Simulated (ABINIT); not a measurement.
Pd:

```
Pd
1.0
     0.00000    1.94650    1.94650
     1.94650    0.00000    1.94650
     1.94650    1.94650    0.00000
Pd
1
Direct
  0.00000 0.00000 0.00000
```

Base run:

| Quantity | Value |
| --- | --- |
| Program | ABINIT 10.8.3 (patched build) |
| Functional | PBE |
| Potentials or basis | PseudoDojo NC SR PBE v0.4.1 standard |
| Cutoff | 1116 eV |
| k mesh | 12 × 12 × 12 |
| Occupations | fermi-dirac, width 0.05 eV |
| Spin | no spin polarisation |

Its results: band gap on the k mesh none (metal or under the smearing width); pressure 6.8 GPa.

Problem. The run is repeated on the same cell with these changes: functional from PBE to BP86. What comes out?

Solution. Band gap on the k mesh none (metal or under the smearing width); pressure 7.7 GPa.

Caveats: the potentials were made for another functional, which shifts forces and pressure (some runs).
